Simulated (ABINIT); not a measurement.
# RbBr (Fm-3m): G0W0 with ABINIT, start to end, part 2 of 3

Wanted: ground state, empty states, screening and self-energy for RbBr (Fm-3m).

ABINIT 10.8.3; PBE and many-body steps on it, plane waves. Known limits of the many-body steps: not at the basis limit; no spin-orbit coupling.

So far. Step 2 (Ground state): The gap is direct, at Γ.

The database entry behind the starting cell differs from later determinations by our own check (about 0.5 % short), so it need not match the best structure at ambient conditions.

**3. Bands along the symmetry lines**

Level of this step: DFT, PBE, plane waves, norm-conserving pseudopotentials (ABINIT).

Levels along a band path, at the cheap level, show where the edges lie and whether the meshes to come will hold them.

run.abi

```
acell 3*1.0 Angstrom
rprim 
  0.000000000000 3.427000000000 3.427000000000
  3.427000000000 0.000000000000 3.427000000000
  3.427000000000 3.427000000000 -0.000000000000
ntypat 2
znucl 37 35
natom 2
typat 1 2
xred 
  0.000000000000 0.000000000000 0.000000000000
  0.500000000000 0.500000000000 0.500000000000
pp_dirpath "pseudos"
pseudos "Rb.upf, Br.upf"
ecut 19
iscf -2
irdden 1
kptopt 0
nkpt 50
kpt 
  0.00000000 0.00000000 0.00000000
  0.06250000 0.00000000 0.06250000
  0.12500000 0.00000000 0.12500000
  0.18750000 0.00000000 0.18750000
  0.25000000 0.00000000 0.25000000
  0.31250000 0.00000000 0.31250000
  0.37500000 0.00000000 0.37500000
  0.43750000 0.00000000 0.43750000
  0.50000000 0.00000000 0.50000000
  0.51562500 0.03125000 0.51562500
  0.53125000 0.06250000 0.53125000
  0.54687500 0.09375000 0.54687500
  0.56250000 0.12500000 0.56250000
  0.57812500 0.15625000 0.57812500
  0.59375000 0.18750000 0.59375000
  0.60937500 0.21875000 0.60937500
  0.62500000 0.25000000 0.62500000
  0.37500000 0.37500000 0.75000000
  0.32812500 0.32812500 0.65625000
  0.28125000 0.28125000 0.56250000
  0.23437500 0.23437500 0.46875000
  0.18750000 0.18750000 0.37500000
  0.14062500 0.14062500 0.28125000
  0.09375000 0.09375000 0.18750000
  0.04687500 0.04687500 0.09375000
  0.00000000 0.00000000 0.00000000
  0.06250000 0.06250000 0.06250000
  0.12500000 0.12500000 0.12500000
  0.18750000 0.18750000 0.18750000
  0.25000000 0.25000000 0.25000000
  0.31250000 0.31250000 0.31250000
  0.37500000 0.37500000 0.37500000
  0.43750000 0.43750000 0.43750000
  0.50000000 0.50000000 0.50000000
  0.50000000 0.46875000 0.53125000
  0.50000000 0.43750000 0.56250000
  0.50000000 0.40625000 0.59375000
  0.50000000 0.37500000 0.62500000
  0.50000000 0.34375000 0.65625000
  0.50000000 0.31250000 0.68750000
  0.50000000 0.28125000 0.71875000
  0.50000000 0.25000000 0.75000000
  0.50000000 0.21875000 0.71875000
  0.50000000 0.18750000 0.68750000
  0.50000000 0.15625000 0.65625000
  0.50000000 0.12500000 0.62500000
  0.50000000 0.09375000 0.59375000
  0.50000000 0.06250000 0.56250000
  0.50000000 0.03125000 0.53125000
  0.50000000 0.00000000 0.50000000
istwfk *1
nband 15
nbdbuf 2
tolwfr 1e-08
nstep 40
prtwf 0
prtvol 0
indata_prefix "in"
outdata_prefix "out"
tmpdata_prefix "tmp"
```

Started as:

```
$ OMP_NUM_THREADS=1 mpirun -n 4 abinit run.abi > log
```

Numbers of over 12 decimals in the logs are rounded to 6 here.

What it wrote:

```text
.Version 10.8.3 of ABINIT. v10.8.2 released Aug 2026.

 Symmetries : space group Fm -3 m (#225); Bravais cF (face-center cubic)
[... echo of the input left out ...]
== DATASET  1 ==================================================================
-   mpi_nproc: 4, omp_nthreads: 1 (-1 if OMP is not activated)

--- !DatasetInfo
iteration_state: {dtset: 1, }
dimensions: {natom: 2, nkpt: 50, mband: 15, nsppol: 1, nspinor: 1, nspden: 1, mpw: 2180, }
cutoff_energies: {ecut:  19.0, pawecutdg:  -1.0, }
electrons: {nelect:   1.60000000E+01, charge:   0.00000000E+00, occopt:   1.00000000E+00, tsmear:   1.00000000E-02, }

 Real(R)+Recip(G) space primitive vectors, cartesian coordinates (Bohr,Bohr^-1):
 R(1)=  0.0000000  6.4760914  6.4760914  G(1)= -0.0772071  0.0772071  0.0772071
 R(2)=  6.4760914  0.0000000  6.4760914  G(2)=  0.0772071 -0.0772071  0.0772071
 R(3)=  6.4760914  6.4760914  0.0000000  G(3)=  0.0772071  0.0772071 -0.0772071
 Unit cell volume ucvol=  5.4321144E+02 bohr^3
 Angles (23,13,12)=  6.00000000E+01  6.00000000E+01  6.00000000E+01 degrees

 getcut: wavevector=  0.0000  0.0000  0.0000  ngfft=  36  36  36
         ecut(hartree)=     19.000   => boxcut(ratio)=   2.00324

--- Pseudopotential description ------------------------------------------------
- Rb Generated using ONCVPSP code by D. R. Hamann
- 37.00000   9.00000  171031                  znucl, zion, pspdat
12 -101130 2 -1 2308                          pspcod,pspxc,lmax,lloc,mmax
     nproj     2     2     2
  pspatm : epsatm=   34.45470878
         --- l  ekb(1:nproj) -->
             0    8.246201   -0.469081
             1    3.243116   -0.369397
             2   -1.026759    0.985281
 pspatm: atomic psp has been read  and splines computed

- Br Generated using ONCVPSP code by D. R. Hamann
- 35.00000   7.00000  171031                  znucl, zion, pspdat
12 -101130 2 -1 1098                          pspcod,pspxc,lmax,lloc,mmax
     nproj     2     2     2
  pspatm : epsatm=   11.64859065
         --- l  ekb(1:nproj) -->
[...]
pspatm: atomic psp has been read  and splines computed

--------------------------------------------------------------------------------

================================================================================
 prteigrs : about to open file out_EIG
 Non-SCF case, kpt    1 (  0.00000  0.00000  0.00000), residuals and eigenvalues=
  1.84E-09  3.21E-09  1.82E-09  5.89E-09  4.90E-09  1.92E-09  1.94E-09  3.79E-09
  8.28E-09  7.50E-09  9.35E-10  2.63E-09  1.12E-09  5.88E-09  1.02E-08
 -9.3590E-01 -4.8605E-01 -3.5047E-01 -3.5047E-01 -3.5047E-01 -3.8280E-02
 -3.8280E-02 -3.8280E-02  1.2208E-01  2.2944E-01  2.2944E-01  2.2944E-01
[...]
Non-SCF case, kpt    2 (  0.06250  0.00000  0.06250), residuals and eigenvalues=
  1.74E-09  1.78E-09  1.71E-09  5.78E-09  1.33E-09  5.87E-09  1.38E-09  5.68E-09
[...]
4.97E-09  6.57E-09  3.75E-09  3.05E-09  5.90E-09  9.64E-09  1.44E-09  6.43E-09
  4.56E-09  1.43E-09  1.55E-09  6.12E-09  9.22E-09  9.10E-09  9.82E-06
[...]
Non-SCF case, kpt   49 (  0.50000  0.03125  0.53125), residuals and eigenvalues=
[...]
Non-SCF case, kpt   50 (  0.50000  0.00000  0.50000), residuals and eigenvalues=
[...]
-9.3547E-01 -4.8409E-01 -3.5718E-01 -3.5312E-01 -3.5312E-01 -5.5652E-02
 -4.4118E-02 -4.4118E-02  1.6807E-01  2.2384E-01  2.9994E-01  3.0018E-01
[...]
--- !ResultsGS
iteration_state: {dtset: 1, }
comment   : Summary of ground state results
lattice_vectors:
- [  0.0000000,   6.4760914,   6.4760914, ]
- [  6.4760914,   0.0000000,   6.4760914, ]
- [  6.4760914,   6.4760914,  -0.0000000, ]
lattice_lengths: [   9.15858,    9.15858,    9.15858, ]
lattice_angles: [ 60.000,  60.000,  60.000, ] # degrees, (23, 13, 12)
lattice_volume:   5.4321144E+02
convergence: {deltae:  0.000E+00, res2:  0.000E+00, residm:  9.895E-09, diffor:  0.000E+00, }
etotal    :  -4.29380900E+01
entropy   :   0.00000000E+00
fermie    :  -3.82805169E-02
cartesian_stress_tensor: null
pressure_GPa: null
xred      :
- [  0.0000E+00,   0.0000E+00,   0.0000E+00, Rb]
- [  5.0000E-01,   5.0000E-01,   5.0000E-01, Br]
cartesian_forces: null
force_length_stats: {min: null, max: null, mean: null, }

 Integrated electronic density in atomic spheres:
 ------------------------------------------------
 Atom  Sphere_radius  Integrated_density
[...]
================================================================================

 ----iterations are completed or convergence reached----

 Mean square residual over all n,k,spin=   46.489E-10; max=  98.950E-10
 reduced coordinates (array xred) for    2 atoms
       0.000000000000      0.000000000000      0.000000000000
       0.500000000000      0.500000000000      0.500000000000

 cartesian coordinates (angstrom) at end:
    1      0.000000     0.000000     0.000000
    2      3.427000     3.427000     3.427000
 length scales=  1.889726125908  1.889726125908  1.889726125908 bohr
              =  1.000000000000  1.000000000000  1.000000000000 angstroms
 prteigrs : about to open file out_EIG
 Eigenvalues (hartree) for nkpt=  50  k points:
 kpt#   1, nband= 15, wtk=  1.00000, kpt=  0.0000  0.0000  0.0000 (reduced coord)
[...]
kpt#   2, nband= 15, wtk=  1.00000, kpt=  0.0625  0.0000  0.0625 (reduced coord)
[...]
kpt#   3, nband= 15, wtk=  1.00000, kpt=  0.1250  0.0000  0.1250 (reduced coord)
[...]
kpt#  49, nband= 15, wtk=  1.00000, kpt=  0.5000  0.0313  0.5313 (reduced coord)
  -0.93547   -0.48413   -0.35714   -0.35316   -0.35299   -0.05558   -0.04460   -0.04428
   0.16902    0.22510    0.29774    0.30111    0.30793    0.35988    0.36087
 kpt#  50, nband= 15, wtk=  1.00000, kpt=  0.5000  0.0000  0.5000 (reduced coord)
  -0.93547   -0.48409   -0.35718   -0.35312   -0.35312   -0.05565   -0.04412   -0.04412
   0.16807    0.22384    0.29994    0.30018    0.30871    0.35982    0.35982

== END DATASET(S) ==============================================================
================================================================================

 -outvars: echo values of variables after computation  --------
            nband          15
             nkpt          50
          spgroup         225
 [... the other variables as echoed above ...]

 Calculation completed.
```

The job ended after 9 s (4 MPI ranks of Arm Neoverse V1, shared host; peak memory 0.26 GiB).

Numbers from this step:

```
gap                        : 4.364 eV
k of the valence top       : 0, 0, 0
k of the conduction bottom : 0, 0, 0
least direct gap           : 4.364 eV
```

The gap is 4.364 eV, as in the run before at this level.

The electronic bands at the labelled points (eV, zero at the top of the highest filled band; v1 is the highest filled band, c1 the lowest empty one):

| point | v4 | v3 | v2 | v1 | c1 | c2 | c3 | c4 |
| --- | --- | --- | --- | --- | --- | --- | --- | --- |
| Γ | -8.50 | 0.00 | 0.00 | 0.00 | 4.36 | 7.29 | 7.29 | 7.29 |
| halfway | -8.49 | -0.60 | -0.10 | -0.10 | 5.72 | 6.25 | 8.62 | 8.76 |
| X | -8.57 | -0.47 | -0.16 | -0.16 | 5.62 | 7.13 | 9.20 | 9.21 |
| halfway | -8.56 | -0.46 | -0.26 | -0.19 | 5.82 | 7.40 | 8.82 | 9.28 |
| U | -8.53 | -0.49 | -0.41 | -0.26 | 6.35 | 8.13 | 8.16 | 8.86 |
| jump to K | -8.53 | -0.49 | -0.41 | -0.26 | 6.35 | 8.13 | 8.16 | 8.86 |
| halfway | -8.46 | -0.67 | -0.28 | -0.15 | 6.03 | 6.98 | 8.06 | 8.80 |
| Γ | -8.50 | 0.00 | 0.00 | 0.00 | 4.36 | 7.29 | 7.29 | 7.29 |
| halfway | -8.47 | -0.56 | -0.18 | -0.18 | 5.63 | 7.15 | 8.01 | 8.01 |
| L | -8.45 | -0.99 | -0.35 | -0.35 | 6.82 | 7.72 | 9.49 | 9.49 |
| halfway | -8.48 | -0.76 | -0.35 | -0.33 | 6.98 | 7.42 | 8.88 | 9.00 |
| W | -8.48 | -0.49 | -0.35 | -0.35 | 7.09 | 7.09 | 8.27 | 8.62 |
| halfway | -8.52 | -0.44 | -0.33 | -0.22 | 6.02 | 7.60 | 8.43 | 9.14 |
| X | -8.57 | -0.47 | -0.16 | -0.16 | 5.62 | 7.13 | 9.20 | 9.21 |

The electronic bands as a text plot (rows in eV, shown from -8.0 to 8.2 only):

```
    7.8 |+ +++          ++++    +++++ ++   ++   ++++++      ++
    7.2 |++++      +++++    ++++++++++++++++++++  ++++++++++  +++
    6.5 |    ++++++      +++  ++               +++         ++
    5.8 |     +++++++++++       +           +++              ++++
    5.1 |  +++                   ++++      +
    4.5 |++                          ++++++
    3.8 |
    3.1 |
    2.4 |
    1.8 |
    1.1 |
    0.4 |
   -0.2 |********************************************************
   -0.9 |     ****         ******            ***********
   -1.6 |
   -2.3 |
   -2.9 |
   -3.6 |
   -4.3 |
   -5.0 |
   -5.6 |
   -6.3 |
   -7.0 |
   -7.7 |
         Γ           X  U|K            Γ         L        W     X
```

**4. Empty states on the mesh, 4×4×4 mesh, 280 bands**

The sums over transitions need many empty states on a uniform mesh; this step solves for them.

run.abi

```
acell 3*1.0 Angstrom
rprim 
  0.000000000000 3.427000000000 3.427000000000
  3.427000000000 0.000000000000 3.427000000000
  3.427000000000 3.427000000000 -0.000000000000
ntypat 2
znucl 37 35
natom 2
typat 1 2
xred 
  0.000000000000 0.000000000000 0.000000000000
  0.500000000000 0.500000000000 0.500000000000
pp_dirpath "pseudos"
pseudos "Rb.upf, Br.upf"
ecut 19
ngkpt 4 4 4
nshiftk 1
shiftk 0 0 0
kptopt 1
chksymbreak 0
irdden 1
istwfk *1
nband 280
prtvol 0
optdriver 6
gwr_task "HDIAGO"
paral_kgb 0
occopt 1
indata_prefix "in"
outdata_prefix "out"
tmpdata_prefix "tmp"
```

What it wrote:

```text
[banner, memory and clock lines left out]
.Version 10.8.3 of ABINIT. v10.8.2 released Aug 2026.

 Symmetries : space group Fm -3 m (#225); Bravais cF (face-center cubic)
[... echo of the input left out ...]
== DATASET  1 ==================================================================
-   mpi_nproc: 4, omp_nthreads: 1 (-1 if OMP is not activated)

--- !DatasetInfo
iteration_state: {dtset: 1, }
dimensions: {natom: 2, nkpt: 8, mband: 280, nsppol: 1, nspinor: 1, nspden: 1, mpw: 2180, }
cutoff_energies: {ecut:  19.0, pawecutdg:  -1.0, }
electrons: {nelect:   1.60000000E+01, charge:   0.00000000E+00, occopt:   1.00000000E+00, tsmear:   1.00000000E-02, }

.Using double precision arithmetic; gwpc =  8

- Reading GS density from: in_DEN

--- Pseudopotential description ------------------------------------------------
- Rb Generated using ONCVPSP code by D. R. Hamann
- 37.00000   9.00000  171031                  znucl, zion, pspdat
12 -101130 2 -1 2308                          pspcod,pspxc,lmax,lloc,mmax
     nproj     2     2     2
  pspatm : epsatm=   34.45470878
         --- l  ekb(1:nproj) -->
             0    8.246201   -0.469081
             1    3.243116   -0.369397
             2   -1.026759    0.985281
 pspatm: atomic psp has been read  and splines computed

- Br Generated using ONCVPSP code by D. R. Hamann
- 35.00000   7.00000  171031                  znucl, zion, pspdat
12 -101130 2 -1 1098                          pspcod,pspxc,lmax,lloc,mmax
     nproj     2     2     2
  pspatm : epsatm=   11.64859065
         --- l  ekb(1:nproj) -->
             0    8.455549    0.878460
             1    5.292495    0.880691
             2    2.589748    0.385882
 pspatm: atomic psp has been read  and splines computed

   7.37652791E+02                                ecore*ucvol(ha*bohr**3)

 Total charge density [el/Bohr^3]
)     Maximum=    3.1531E-01  at reduced coord.    0.1111    0.8889    0.9722
)     Minimum=    6.3750E-04  at reduced coord.    0.2500    0.2500    0.2500
   Integrated=    1.6000E+01

 === KS gaps after direct diagonalization ===
 Direct band gap semiconductor
 Fundamental gap:     4.364 (eV)
   VBM:    -1.042 (eV) at k: [ 0.0000E+00,  0.0000E+00,  0.0000E+00]
   CBM:     3.322 (eV) at k: [ 0.0000E+00,  0.0000E+00,  0.0000E+00]
 Direct gap:         4.364 (eV) at k: [ 0.0000E+00,  0.0000E+00,  0.0000E+00]

== END DATASET(S) ==============================================================

 -outvars: echo values of variables after computation  --------
           etotal      0.0000000000E+00
            nband         280
             nkpt           8
          spgroup         225
 [... the other variables as echoed above ...]

 Calculation completed.
```

Run time: 22 s. Hardware: 4 MPI ranks; peak memory 1.3 GiB; 89 s of CPU time.

This step gave:

```yaml
gap: 4.364 eV
k_of_the_valence_top: 0, 0, 0
k_of_the_conduction_bottom: 0, 0, 0
least_direct_gap: 4.364 eV
k_points_computed: 8
lowest_point_of_the_top_converged_band_above_the_valence_top: 120.6306 eV
```

On this mesh the gap is 4.364 eV.

**5. Screening, 4×4×4 mesh, 272 bands, screening to 190.5 eV**

The RPA dielectric matrix is built and inverted for each q.

This step: RPA screening on PBE, plane waves, norm-conserving pseudopotentials.

Changes to run.abi since step 4:

```diff
@@ -20,10 +20,11 @@
 chksymbreak 0
-irdden 1
 istwfk *1
-nband 280
-prtvol 0
-optdriver 6
-gwr_task "HDIAGO"
-paral_kgb 0
 occopt 1
+irdwfk 1
+optdriver 3
+nband 272
+ecuteps 7
+inclvkb 2
+awtr 1
+symchi 1
 indata_prefix "in"
```

What it wrote:

```text
.Version 10.8.3 of ABINIT. v10.8.2 released Aug 2026.

 Symmetries : space group Fm -3 m (#225); Bravais cF (face-center cubic)
[... echo of the input left out ...]
== DATASET  1 ==================================================================
-   mpi_nproc: 4, omp_nthreads: 1 (-1 if OMP is not activated)

--- !DatasetInfo
iteration_state: {dtset: 1, }
dimensions: {natom: 2, nkpt: 8, mband: 272, nsppol: 1, nspinor: 1, nspden: 1, mpw: 2180, }
cutoff_energies: {ecut:  19.0, pawecutdg:  -1.0, }
electrons: {nelect:   1.60000000E+01, charge:   0.00000000E+00, occopt:   1.00000000E+00, tsmear:   1.00000000E-02, }

 SCREENING: Calculation of the susceptibility and dielectric matrices

 Based on a program developped by R.W. Godby, V. Olevano, G. Onida, and L. Reining.
 Incorporated in ABINIT by V. Olevano, G.-M. Rignanese, and M. Torrent.
.Using double precision arithmetic ; gwpc =  8

[... cell and pseudopotentials left out ...]
--------------------------------------------------------------------------------

 ==== K-mesh for the wavefunctions ====
 Number of points in the irreducible wedge :     8
[... list of points left out ...]
 Together with 48 symmetry operations and time-reversal symmetry
 yields    64 points in the full Brillouin Zone.

 ==== Q-mesh for the screening function ====
 Number of points in the irreducible wedge :     8
[... list of points left out ...]
 Together with 48 symmetry operations and time-reversal symmetry
 yields    64 points in the full Brillouin Zone.

 setmesh: FFT mesh size selected  =    30x   30x   30
          total number of points  =        27000

 vcoul_init : cutoff-mode = AUXILIARY_FUNCTION
 q-points for optical limit:   1
     1)      0.000010    0.000020    0.000030

- screening: taking advantage of time-reversal symmetry
- Maximum band index for partially occupied states nbvw = 8
- Remaining bands to be divided among processors   nbcw = 264
- Number of bands treated by each node ~66

 Number of electrons calculated from density =   16.0000; Expected =   16.0000
 average of density, n =  0.029454
 r_s =    2.0087
 omega_plasma =   16.5551 [eV]

 calculating chi0 at frequencies [eV] :
  1    0.000000E+00    0.000000E+00
  2    0.000000E+00    1.655507E+01

--------------------------------------------------------------------------------
  q-point number  1        q = ( 0.000000, 0.000000, 0.000000) [r.l.u.]
--------------------------------------------------------------------------------
[... chi0 elements left out ...]
 For q-point:  0.000010 0.000020 0.000030
  dielectric constant =   2.3654
  dielectric constant without local fields =   2.8436

  Average fulfillment of the sum rule on Im[epsilon] for q-point    1 :     94.31  [%]
[... wings left out ...]
  q-point number  2        q = ( 0.250000, 0.000000, 0.000000) [r.l.u.]
--------------------------------------------------------------------------------
[... chi0 elements left out ...]
  Average fulfillment of the sum rule on Im[epsilon] for q-point    2 :     97.83  [%]

 [... 6 further q-points ...]
```

Wall time 2.2 min (4 MPI ranks); peak memory 1.4 GiB.

Numbers from this step:

| Quantity | Value |
| --- | --- |
| ε∞ with local fields, on this mesh, along the program's q direction | 2.365 |
| the same without local fields | 2.844 |
| plasma frequency | 16.56 eV |
| plane waves in the screening matrix | 531 |

Local fields lower ε∞ by 17 %.

(Part 2 of 3 ends here.)

[Paths, hosts, dates, memory and timing lines, banners, echoed tables and standing remarks are left out of the program output.]

[Logs are printed without paths, hosts, clocks, repeated set-up lines and the standing remarks that a program may print on its own settings, such as how far it seeks lower states.]

[Runs of the session that timed out or met a known fault of the program may be left out.]

[Hosts, paths, dates, database ids (printed as entryN), source tags and the programs' standing remarks are cut or masked in the printed files.]

[G0W0 gaps are taken among the corrected bands and points alone; a level outside them can change the order at an edge.]

[Where Ansatz stands beside ABINIT at settings called matched, ABINIT's density can come from a denser mesh and the files from another edition; pairs whose starting gaps differed by over 0.03 eV were left out, so agreement reads better than it is.]
